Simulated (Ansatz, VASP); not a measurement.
## C: VASP beside Ansatz

```
C
1.0
     0.00000    1.63228    1.63228
     1.63228    0.00000    1.63228
     1.63228    1.63228    0.00000
C
2
Direct
  0.87500 0.87500 0.87500
  0.12500 0.12500 0.12500
```

Alike in both runs: functional PBE; k mesh 19 × 19 × 19; occupations fermi-dirac, width 0.08 eV; no spin polarisation.

Ansatz relaxed the structure, and its values are those at the end. VASP's run is a single point on that final structure, the one shown.

|  | VASP | Ansatz |
| --- | --- | --- |
| version | VASP 6.6.1 | Ansatz 0.2.0 |
| potentials or method | VASP PAW PBE potentials, release 64 (C) | PAW with Ansatz's default frozen-core files, scalar-relativistic |
| plane-wave cutoff (eV) | 520 | 420 |
| valence electrons in the cell | 8 | 8 |

```csv
,VASP,Ansatz,Ansatz less VASP
gap on the k mesh at the Fermi level (eV),4.76,4.78,+0.018
```

The functional is the same, so the differences come from potentials, cutoffs and numerics.

Caveats: an odd mesh through Γ misses points on the zone boundary, where band edges often lie.
